How BLYP+D3 squeezes eleven crystals

The bulk modulus B is the pressure needed per small fraction of volume lost, so a large B means a crystal that is hard to compress. The questions below compare computed with measured values. An error is always relative to the measured modulus, and a positive one means that the computed crystal is too stiff.

ABINIT 10.8.3, BLYP+D3; fit.

```
formula  space group  volume of the given cell (Å³/atom)  potentials or basis  wave cutoff (eV)    k-mesh  computed bulk modulus (GPa)  measured bulk modulus (GPa)  range of the values found (GPa)                                                                                                                what was measured, and how                         source  computed over measured, less one (%)
     Al        Fm-3m                               16.60     JTH PAW PBE v2.0             544.2  11x11x11                         69.8                         76.9                        one value                                                                                         bulk modulus; literature experiment; bulk crystal             pmc:3831299 (2013)                                  -9.2
     Cu        Fm-3m                               11.81     JTH PAW PBE v2.0             544.2  13x13x13                        164.2                          139                        one value                                    from linear fit of volume against pressure, 5 to 33 MPa; synchrotron powder XRD under pressure; powder            pmc:10161880 (2023)                                  18.1
    BAs        F-43m                               13.63     JTH PAW PBE v2.0             408.2  10x10x10                        123.4                          148                        one value                                                                                   literature experimental value; not stated; bulk crystal        arXiv:1911.11281 (2019)                                 -16.6
     BP        F-43m                               11.68     JTH PAW PBE v2.0             544.2  10x10x10                        156.2                          174                       173 to 179                                                       B0, Murnaghan EOS fit with V0 fixed at 93.45 A^3; XRD in diamond anvil cell; powder        arXiv:1505.05714 (2015)                                 -10.2
     Ta        Im-3m                               18.01     JTH PAW PBE v2.0             517.0  11x11x11                        222.2                          194                       194 to 198                                                                        experimental value at ambient conditions; not stated; bulk crystal        arXiv:1910.08312 (2019)                                  14.5
    SiC        F-43m                               10.35     JTH PAW PBE v2.0             544.2  10x10x10                        205.4                          225                        one value                                                                                   bulk modulus B; quoted earlier experiment; bulk crystal             pmc:9505936 (2022)                                  -8.7
     Rh        Fm-3m                               13.67     JTH PAW PBE v2.0             544.2  12x12x12                        266.3                          264                        one value                                                                                              K0 from ultrasound; ultrasound; bulk crystal            pmc:11535440 (2024)                                   0.9
      W        Im-3m                               15.85     JTH PAW PBE v2.0             435.4  12x12x12                        318.5                          307                        one value  isotropic polycrystalline bulk modulus K, bounded above by the literature value in the fit; surface Brillouin spectroscopy; bulk crystal        arXiv:1710.07581 (2017)                                   3.7
     Ir        Fm-3m                               14.06     JTH PAW PBE v2.0             462.6  12x12x12                        350.1                          339                        one value                                                     B0 at ambient pressure, third-order Birch-Murnaghan; high-pressure powder XRD; powder             pmc:6586894 (2019)                                   3.3
     BN        F-43m                                5.96     JTH PAW PBE v2.0             707.5  13x13x13                        363.1                          395                       395 to 400                                                                     isothermal B0, Vinet fit; equation-of-state measurement; bulk crystal         arXiv:1208.3664 (2012)                                  -8.1
      C        Fd-3m                                5.67     JTH PAW PBE v2.0             544.2  13x13x13                        409.2                          442                   441.8 to 444.8                                                                                  B0 from ultrasound; ultrasonic measurement; bulk crystal  arXiv:cond-mat/0702656 (2007)                                  -7.4
```

1. Which crystal is the stiffest, and what makes it so?

Diamond, with a computed 409 GPa. A pressure is an energy per volume, so a crystal can be stiff because its atoms resist strongly or because many of them share a small space. To separate the two, multiply B by the volume per atom. The product is an energy: compressing a crystal by a small fraction x costs ½BVx² per atom, where V is the volume per atom.

By this measure tungsten and iridium resist about twice as strongly as diamond, atom for atom. Their partly filled d shells take part in the bonding, which is the standard reason why such metals are hard to compress. Diamond still wins per volume because its atoms are small and closely bonded.

2. What happens when light atoms are replaced by heavier ones of the same group?

Among the nonmetals of this table the crystal softens, mostly because it becomes roomier. Boron nitride, phosphide and arsenide show this in order: the computed modulus falls from 363 to 156 and then to 123 GPa. From the nitride to the arsenide it falls by a factor of 2.9. A factor of 2.3 of this is the larger volume per atom, and only 1.3 is a weaker resistance of each atom. Metals need not follow this rule: iridium stands below rhodium in its group and is stiffer, with 350 against 266 GPa.

3. Which crystals does the calculation get wrong, and in which direction?

All five nonmetals come out too soft, by 7 to 17%. The metals share no such direction. Copper and tantalum are far too stiff, aluminium is too soft, and rhodium, tungsten and iridium lie within 4% of experiment. A single correction factor for all crystals would therefore repair one group and harm part of the other.

4. Could a wrong cell size be the reason?

It could, because stiffness depends strongly on volume. Each computed modulus belongs to the volume at which the calculated energy is lowest, and this differs from the volume of the given cell, which comes from a database and stands here for the real one. Call the first volume V0, the modulus there B0, and the rate at which the modulus rises with pressure B0′. The simplest assumption is that this rise is linear in the pressure P:

B = B0 + B0′P

Together with the definition B = −V dP/dV, this integrates to the Murnaghan form:

B(V) = B0 (V0/V)^B0′

If V equals V0, nothing changes. If B0′ were zero, the crystal would be equally stiff in every cell. In these crystals B0′ lies between about 3.6 and 5.3, so a cell that grows by 1% loses roughly 4 to 5% of its modulus. The physical reason is that stretched bonds have a flatter energy curve than compressed ones.

Boron arsenide serves as the worked case. Its computed cell is 2.64% larger than the given one, and its B0′ is 4.36:

B = 123.4 GPa × 1.0264^4.36 ≈ 138 GPa

The measured value is 148 GPa, so the error shrinks from about −17% to −7%. The measured modulus did not enter the estimate; V0, B0 and B0′ all come from the computed energy curve of this crystal.

5. Does cell size explain the soft nonmetals?

About half of their error, yes. All five computed cells are larger than the given ones, and BLYP is known to make bonds in solids too long. Moving each modulus to the given cell lowers the typical (root-mean-square) error of the group from 11 to 5%. Silicon carbide and diamond then come within 2% of experiment. Boron nitride hardly improves, because its computed cell is hardly larger than the given one. Either its softness has another source, or the given cell is itself a little too large.

The correction is only as good as the cells to which it refers. These come from databases and were not checked here. A volume wrong by 1% would shift a corrected modulus by 4 or 5%, which is as large as the error that remains.

6. Does the same correction work for the metals?

Not as a group: their typical error only falls from 10 to 9%. Tantalum behaves as hoped. Its computed cell is too small, and at the given volume its excess drops from 14.5 to about 3%. Copper has shrunk even more, by nearly 5% in volume, and the correction carries it past the measured value to about 9% too soft.

Rhodium and iridium hold the most useful warning. Their computed moduli look excellent, but they belong to cells that are too large. At the given volume rhodium is 8% and iridium 14% too stiff. Two errors seem to cancel here: the bonds resist compression too strongly, and the expanded cell hides it. This is safer to say of iridium than of rhodium, whose excess would shrink to a few per cent if the given cell were 1% too small. For both metals the table has only one measured modulus to go by. A good modulus should therefore be believed only after the volume has been checked too.

Aluminium fails in the opposite way, since it is too soft although its cell is slightly too small. Several of the metals thus carry an error in the stiffness itself, besides the one in the volume. Theory offers a reason to expect trouble: the correlation part of BLYP does not reproduce the uniform electron gas, which is the limiting case of a simple metal. How much of the error this causes is untested here, and the atomic data sets, made for the functional PBE, may contribute as well.

7. What would change if the dispersion term were switched off?

Suppose that the same crystals were computed with plain BLYP. The D3 term adds an attraction between atoms, so without it the cells would generally be larger. By the relation of question 4, larger cells are softer. The nonmetals, already too soft, should then move further from experiment, while copper and tantalum should lose part or all of their excess. Copper could even end up too soft, as it does at the given cell in question 6. This is an expectation and not a result, because D3 also changes the curvature of the energy at a fixed volume.

This also suggests why those two metals shrink at all, although BLYP tends to expand solids. D3 adds up attractions between pairs of atoms, whereas in a metal the mobile electrons screen such forces. An attraction that ignores much of this screening can pull the atoms too close together. For copper and tantalum this is a plausible guess; a run with plain BLYP would test it.

8. Which digits can be trusted?

As far as the fit goes, two figures and a rough third for most rows. The modulus at the given cell can also be read from the slope of the computed pressures, and this agrees with the formula to about 1% in every crystal except copper, where the gap is 3%. Since both routes use the same runs, the agreement tests the formula and the smoothness of the curves, not the functional, the k-mesh or the wave cutoff.

Copper deserves the most caution. Its wave cutoff is short, and only one of its seven computed volumes lies below the volume of lowest energy. The computed pressure there is about −5 GPa, where it should vanish. Such an offset arises when pressures are taken with a fixed set of waves, and it largely drops out of a slope. The slope near that volume gives 157 GPa instead of the 164 GPa in the table. In its own computed cell copper is thus too stiff by either route, but the size of the excess is uncertain by several per cent. For iridium, boron nitride and diamond, ABINIT also warned that the atomic spheres of the PAW method overlap; the effect on their moduli is untested.

The comparison with experiment has a limit of its own. The calculation describes atoms at rest, whereas real ones vibrate, which normally makes a crystal slightly softer. Including this motion would lower the computed values and so enlarge the errors of the nonmetals. Their softness is therefore a real fault of the calculation and not an effect of temperature in the measurements.

The printed analysis that follows lists the corrected modulus and its error for each crystal.

Printed output of the fit:

```
Moved to the listed cell:
  row  fitted volume over listed less one (%)  pressure derivative B0'  B at listed cell (GPa)  error there (%)  B from pressure slope (GPa)  B0 times V0 (eV/atom)
   Al                                 -0.6661                    5.279                   67.38           -12.38                        67.45                  7.184
   Cu                                  -4.798                    5.205                   127.1           -8.544                        123.5                  11.52
  BAs                                   2.641                    4.362                   138.3           -6.582                        138.6                  10.78
   BP                                   1.352                    3.975                   164.8           -5.307                        164.1                  11.54
   Ta                                  -2.629                    4.035                   199.6            2.862                        199.8                  24.32
  SiC                                   2.149                     3.95                   223.4           -0.714                        222.6                  13.55
   Rh                                   1.479                    4.556                   284.7            7.848                        287.5                  23.06
    W                                 -0.2165                      3.9                   315.8            2.873                        315.5                  31.44
   Ir                                   1.949                    5.041                   385.9            13.83                        385.7                  31.32
   BN                                  0.3651                    3.637                   367.9           -6.849                        367.8                  13.56
    C                                   1.314                    4.643                   434.8           -1.634                        431.5                  14.67
Stiffest over softest crystal, ratio of computed moduli: 5.862
Diamond over BAs, ratio of computed moduli: 3.316
BAs over diamond, ratio of fitted volumes: 2.435
Diamond over BAs, ratio of B0 times V0: 1.362
W over diamond, ratio of B0 times V0: 2.143
Mean signed error of nonmetals, as computed (%): -10.2
Mean signed error of metals, as computed (%): 5.217
Mean signed error of nonmetals, at listed cell (%): -4.217
Mean signed error of metals, at listed cell (%): 1.081
Rms error of nonmetals, as computed (%): 10.73
Rms error of nonmetals, at listed cell (%): 4.931
Rms error of metals, as computed (%): 10.39
Rms error of metals, at listed cell (%): 9.088
Correlation of error with volume change, all rows: -0.7954
Correlation of error with volume change, without Cu and Ta: -0.2561
Smallest loss of B when a cell grows by 1 percent (%): 3.555
Largest loss of B when a cell grows by 1 percent (%): 5.117
Largest gap between the two routes to B at the listed cell (%): 2.926
Cu, B from pressure slope near its fitted volume (GPa): 157.4
Cu, printed pressure at its fitted volume (GPa): -5.247
```
